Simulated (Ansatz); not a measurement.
Free-standing sheet of HfS₂:

```yaml
crystal:
  lattice:
    - [3.61789, 0.00000, 0.00000]
    - [-1.80895, 3.13319, 0.00000]
    - [0.00000, 0.00000, 31.82565]
  periodic: [true, true, false]
  atoms:
    - { symbol: S, position: [0.66667, 0.33333, 0.45426] }
    - { symbol: Hf, position: [0.00000, 0.00000, 0.50000] }
    - { symbol: S, position: [0.33333, 0.66667, 0.54574] }
```

The calculation used DFT PBE+D3(BJ), scalar-relativistic, plane waves, PAW in Ansatz 0.2.0. Plane waves to 420 eV, a k mesh through Γ of 12×12×1 on the computed 3-atom cell and Gaussian smearing (0.02 eV); no spin polarisation. The sheet is isolated along c (Coulomb cut-off).

Without a field its gap is 1.21 eV.

Question: An external electric field is applied along +c with the atoms held. How do the gap, the energy and the largest force respond?

Answer:
```json
{"field (V/Å)": "-0.20", "gap": "1.21 eV", "ΔE (meV/cell)": "-5.9", "largest force (eV/Å)": "0.083"}
{"field (V/Å)": "+0.10", "gap": "1.21 eV", "ΔE (meV/cell)": "-1.5", "largest force (eV/Å)": "0.041"}
{"field (V/Å)": "+0.20", "gap": "1.21 eV", "ΔE (meV/cell)": "-5.9", "largest force (eV/Å)": "0.083"}
{"field (V/Å)": "+0.35", "gap": "1.21 eV", "ΔE (meV/cell)": "-18.1", "largest force (eV/Å)": "0.144"}
```

Spin-orbit coupling is left out, which matters for the bands of heavy elements.